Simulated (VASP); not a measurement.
Runs of VASP 6.6.1 on PbSe (Clausthalite). It takes space group Fm-3m (No. 225, cubic). Conventional cell: a = 6.104 Å, b = 6.104 Å, c = 6.104 Å, α = 90.00°, β = 90.00°, γ = 90.00°. Pb (site symmetry m-3m) is surrounded by 6 Se at 3.05 Å. Se (site symmetry m-3m) is surrounded by 6 Pb at 3.05 Å. 

| task | cell | gap on the mesh (eV) | pressure (GPa) |
| --- | --- | --- | --- |
| relaxation of the atoms | atoms relaxed from: a relaxed cell with its volume scaled by 1.04 | 0.30 | -1.9 |
| relaxation of the atoms | atoms relaxed from: a relaxed cell with its volume scaled by 0.98 | (a) | 1.1 |
| relaxation of the atoms | atoms relaxed | 0.17 | 0.0 |
| relaxation of cell and atoms | relaxed | 0.17 | 0.0 |
| relaxation of the atoms | atoms relaxed from: a relaxed cell with its volume scaled by 1.02 | 0.24 | -1.0 |

Alike in all rows: level PBEsol; potentials or basis VASP PAW PBE potentials, release 64 (Pb_d, Se); no spin polarisation; k mesh 8 × 8 × 8; cutoff (eV) 600; smearing gaussian 0.03 eV.

Estimate the missing entries.

(a) 0.10.

Caveats: the relaxation stopped at its first step, so nothing moved; the PAW data sets were made with another functional, which shifts forces and pressure a little; spin-orbit coupling is left out, which as a rule narrows the gap of such compounds by several tenths of an eV.

A k mesh can miss the band edges, and the runs leave out spin-orbit coupling on Pb, Se.
